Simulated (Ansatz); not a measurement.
**Mo(100) with 4 layers of random Mo-Os, 2x2: scattering by chemical disorder**

How strongly does chemical disorder scatter in Mo(100) with 4 layers of random Mo-Os, 2x2?

Calculated with Ansatz 0.2.0; Ansatz plane-wave DFT, PBE, PAW files; ballistic transport by layer matching (Landauer), zero bias; PAW set soft_1.

Report form: the programs' logs are mostly left out.

## (1) The starting structure

The cell holds 56 atoms: 44 Mo and 12 Os. Cell: a = 6.294 Å, b = 6.294 Å, c = 22.029 Å, α = 90.0°, β = 90.0°, γ = 90.0°. It derives from Mo. Regions: lead, 40 atoms (40 Mo); scattering region, 16 atoms (12 Os and 4 Mo). The structure is stacked along c, and the current runs across the ab planes.

## (2) With 4 alloy layers

In 4 layers a share of 0.75 of the sites is given to Os at random. The layers about the cell's end stay perfect and serve as the lead. Energies from -0.05 to 0.05 eV in steps of 0.05 eV are too few for the program's thermal sum, so it prints no conductance; for a metal the transmission near the Fermi level serves, at a fraction of the cost.

The input, input.yaml:

```yaml
crystal:
  lattice:
    - [6.294, 0.0, 0.0]
    - [0.0, 6.294, 0.0]
    - [0.0, 0.0, 22.029]
  atoms:
    - { symbol: Mo, position: [0.0, 0.0, 0.0357142857] }
    - { symbol: Mo, position: [0.0, 0.5, 0.0357142857] }
    - { symbol: Mo, position: [0.5, 0.0, 0.0357142857] }
    - { symbol: Mo, position: [0.5, 0.5, 0.0357142857] }
    - { symbol: Mo, position: [0.25, 0.25, 0.1071428571] }
    - { symbol: Mo, position: [0.25, 0.75, 0.1071428571] }
    - { symbol: Mo, position: [0.75, 0.25, 0.1071428571] }
    - { symbol: Mo, position: [0.75, 0.75, 0.1071428571] }
[... 44 atom lines left out ...]
    - { symbol: Mo, position: [0.25, 0.25, 0.9642857143] }
    - { symbol: Mo, position: [0.25, 0.75, 0.9642857143] }
    - { symbol: Mo, position: [0.75, 0.25, 0.9642857143] }
    - { symbol: Mo, position: [0.75, 0.75, 0.9642857143] }
kpoints:
  mp_grid: { grid: [4, 4, 1] }
hamiltonian:
  xc: pbe
  pseudopotentials: { kind: paw, azcp: { folder: soft_1 } }
scf:
  occupations: { method: fermi_dirac, width: 0.1 }
output:
  transmission: { leads: [[0, 4]], kmesh: [8, 8], e_range: [-0.05, 0.05], de: 0.05 }
  write_potential: true
  write_density: true
  volumetric_format: npy
```

On the command line:

```
$ ansatz run input.yaml --threads 4 --pin off --max-ram 15360MiB --backend cpu --events-out ev --progress --plain --runs-dir out
```

It took 3.9 min on 4 threads of Intel Xeon Platinum 8488C (Sapphire Rapids), shared host; peak memory 7.9 GiB.

This step gave:

```
free energy                                    : -354689.1238 eV
energy at zero smearing                        : -354688.2328 eV
Fermi energy                                   : 21.59 eV
cell area                                      : 39.61 Å²
transmission per spin nearest the Fermi level  : 3.535
open channels per spin nearest the Fermi level : 6.594
step of the lead's potential                   : 13.6 meV
```

Per spin. The transmission, zone mean by energy, zero at the Fermi level:

```
energy (eV)  transmission, zone mean
    -0.0500                     3.60
     0.0000                     3.53
     0.0500                     3.60
```

Per spin. Open channels, zone mean, lead against energy, zero at the Fermi level:

```
energy (eV)  open channels, zone mean, lead
    -0.0500                            6.53
     0.0000                            6.59
     0.0500                            6.78
```

Transmission over k1 and k2. At 0.0000 eV from the Fermi level.

Ten even steps from '0' (0.00) to '9' (9.70):
```
00034310
10246531
23478753
34689864
23578743
11356420
00134300
00123210
```
Columns: k1 (b1) from -0.5 to 0.375; rows upwards: k2 (b2) from -0.5 to 0.375.

Open channels over k1 and k2. At 0.0000 eV from the Fermi level.

Ten even steps from '0' (0.0) to '9' (15.0):
```
00134310
21379731
23799973
24999994
23799973
21379731
00134310
00222220
```
Columns: k1 (b1) from -0.5 to 0.375; rows upwards: k2 (b2) from -0.5 to 0.375.

Over the solved energies the transmission per spin lies between 3.53 and 3.60, out of 6.64 channels of the lead on average (up to 6.78).

## (3) With 8 alloy layers

In 8 layers a share of 0.75 of the sites is given to Os at random. A fresh draw is used; the growth of the resistance with length is what counts.

System of this step: Mo(100) with 8 layers of random Mo-Os, 2x2. The cell holds 72 atoms: 48 Mo and 24 Os. Its edges and angles: a = 6.294 Å, b = 6.294 Å, c = 28.323 Å, α = 90.0°, β = 90.0°, γ = 90.0°. It derives from Mo. Regions: lead, 40 atoms (40 Mo); scattering region, 32 atoms (8 Mo and 24 Os). The structure is stacked along c, and the current runs across the ab planes.

The input, input.yaml:

```yaml
crystal:
  lattice:
    - [6.294, 0.0, 0.0]
    - [0.0, 6.294, 0.0]
    - [0.0, 0.0, 28.323]
  atoms:
    - { symbol: Mo, position: [0.0, 0.0, 0.0277777778] }
    - { symbol: Mo, position: [0.0, 0.5, 0.0277777778] }
    - { symbol: Mo, position: [0.5, 0.0, 0.0277777778] }
    - { symbol: Mo, position: [0.5, 0.5, 0.0277777778] }
    - { symbol: Mo, position: [0.25, 0.25, 0.0833333333] }
    - { symbol: Mo, position: [0.25, 0.75, 0.0833333333] }
    - { symbol: Mo, position: [0.75, 0.25, 0.0833333333] }
    - { symbol: Mo, position: [0.75, 0.75, 0.0833333333] }
[... 60 atom lines left out ...]
    - { symbol: Mo, position: [0.25, 0.25, 0.9722222222] }
    - { symbol: Mo, position: [0.25, 0.75, 0.9722222222] }
    - { symbol: Mo, position: [0.75, 0.25, 0.9722222222] }
    - { symbol: Mo, position: [0.75, 0.75, 0.9722222222] }
kpoints:
  mp_grid: { grid: [4, 4, 1] }
hamiltonian:
  xc: pbe
  pseudopotentials: { kind: paw, azcp: { folder: soft_1 } }
scf:
  occupations: { method: fermi_dirac, width: 0.1 }
output:
  transmission: { leads: [[0, 4]], kmesh: [8, 8], e_range: [-0.05, 0.05], de: 0.05 }
  write_potential: true
  write_density: true
  volumetric_format: npy
```

Run time: 10 min. Hardware: 4 threads; peak memory 8.2 GiB; 38 min of CPU time.

This step gave:

| Item | Value |
| --- | --- |
| free energy | -511134.4366 eV |
| energy at zero smearing | -511133.0617 eV |
| Fermi energy | 21.83 eV |
| transmission per spin nearest the Fermi level | 2.904 |
| step of the lead's potential | 9 meV |

Per spin. Table of transmission, zone mean by energy, zero at the Fermi level:

```
energy (eV)  transmission, zone mean
    -0.0500                     2.99
     0.0000                     2.90
     0.0500                     2.90
```

Over the solved energies the transmission per spin lies between 2.90 and 2.99, out of 6.68 channels of the lead on average (up to 6.84).

## (4) With 12 alloy layers

In 12 layers a share of 0.75 of the sites is given to Os at random. A fresh draw is used; the growth of the resistance with length is what counts.

System of this step: Mo(100) with 12 layers of random Mo-Os, 2x2. The cell holds 88 atoms: 52 Mo and 36 Os. Cell: a = 6.294 Å, b = 6.294 Å, c = 34.617 Å, α = 90.0°, β = 90.0°, γ = 90.0°. It derives from Mo. Regions: lead, 40 atoms (40 Mo); scattering region, 48 atoms (36 Os and 12 Mo). The structure is stacked along c, and the current runs across the ab planes.

The input, input.yaml:

```yaml
crystal:
  lattice:
    - [6.294, 0.0, 0.0]
    - [0.0, 6.294, 0.0]
    - [0.0, 0.0, 34.617]
  atoms:
    - { symbol: Mo, position: [0.0, 0.0, 0.0227272727] }
    - { symbol: Mo, position: [0.0, 0.5, 0.0227272727] }
    - { symbol: Mo, position: [0.5, 0.0, 0.0227272727] }
    - { symbol: Mo, position: [0.5, 0.5, 0.0227272727] }
    - { symbol: Mo, position: [0.25, 0.25, 0.0681818182] }
    - { symbol: Mo, position: [0.25, 0.75, 0.0681818182] }
    - { symbol: Mo, position: [0.75, 0.25, 0.0681818182] }
    - { symbol: Mo, position: [0.75, 0.75, 0.0681818182] }
[... 76 atom lines left out ...]
    - { symbol: Mo, position: [0.25, 0.25, 0.9772727273] }
    - { symbol: Mo, position: [0.25, 0.75, 0.9772727273] }
    - { symbol: Mo, position: [0.75, 0.25, 0.9772727273] }
    - { symbol: Mo, position: [0.75, 0.75, 0.9772727273] }
kpoints:
  mp_grid: { grid: [4, 4, 1] }
hamiltonian:
  xc: pbe
  pseudopotentials: { kind: paw, azcp: { folder: soft_1 } }
scf:
  occupations: { method: fermi_dirac, width: 0.1 }
output:
  transmission: { leads: [[0, 4]], kmesh: [8, 8], e_range: [-0.05, 0.05], de: 0.05 }
  write_potential: true
  write_density: true
  volumetric_format: npy
```

Run time: 14 min. Hardware: 4 threads; peak memory 8.8 GiB; 53 min of CPU time.

Numbers from this step:

- free energy: -667580.2403 eV
- energy at zero smearing: -667578.5596 eV
- Fermi energy: 21.98 eV
- transmission per spin nearest the Fermi level: 2.372
- step of the lead's potential: 8.7 meV

Per spin. The transmission, zone mean by energy, zero at the Fermi level:

```
energy (eV)  transmission, zone mean
    -0.0500                     2.36
     0.0000                     2.37
     0.0500                     2.39
```

Over the solved energies the transmission per spin lies between 2.36 and 2.39, out of 6.64 channels of the lead on average (up to 6.78).

## (5) Resistance against length

This step: Ansatz plane-wave DFT, PBE, PAW files; ballistic transport by layer matching (Landauer), zero bias; residual resistivity from the slope of the area resistance, atoms on the host's lattice; PAW set soft_1 (Ansatz 0.2.0).

Numbers from this step:

```yaml
resistivity: 57.47 µΩ cm
intercept: 0.2831 fΩ m²
scatter_about_the_fit: 0.01924 fΩ m²
```

Resistance, by row:

```
run  length (Å)      T  channels N  RA (fΩ m²)
 n4       6.294  3.578       6.635      0.6585
 n8       12.59   2.93       6.677      0.9794
n12       18.88  2.375       6.635       1.382
```

The area resistance by length of the alloy:

```
length of the alloy (Å)  area resistance (fΩ m²)
                   6.29                    0.658
                  12.59                    0.979
                  18.88                     1.38
```

The area resistance goes from 0.66 to 1.4 fΩ m² between 6.3 and 18.9 Å, a slope of 57 µΩ cm.

By hand from the end points: (1.382 − 0.6585) fΩ m² / (18.88 − 6.29) Å = 57 µΩ cm, since 1 fΩ m² per Å is 1000 µΩ cm.

## (6) Summary of results

```json
{
  "resistivity from the slope": "57.5 µΩ cm",
  "area resistance over 6.29 Å": "0.658 fΩ m²",
  "area resistance over 12.6 Å": "0.979 fΩ m²",
  "area resistance over 18.9 Å": "1.38 fΩ m²"
}
```

In words: The slope gives 57 µΩ cm. The points scatter by 0.019 fΩ m² about the line, with one random draw a length in a 2x2 cell, so the slope is a rough value. Read with a model of isotropic scattering on a spherical Fermi surface and the lead's 1.3×10¹⁵ S/m², this slope means a mean free path near 10 Å (a rough figure, since the alloy's own channel count differs); over these lengths the model's slope is within 3 % of its bulk resistivity. The atoms sit on the host's lattice, so scattering by size misfit is left out. With 75 % of Os, whose own structure is another, this is a hypothetical phase. Spin-orbit coupling is left out, which matters for Os.

[Logs are printed without paths, hosts, clocks, repeated set-up lines and the standing remarks that a program may print on its own settings, such as how far it seeks lower states.]

[Hosts, paths, dates, database ids (printed as entryN), source tags and the programs' standing remarks are cut or masked in the printed files.]
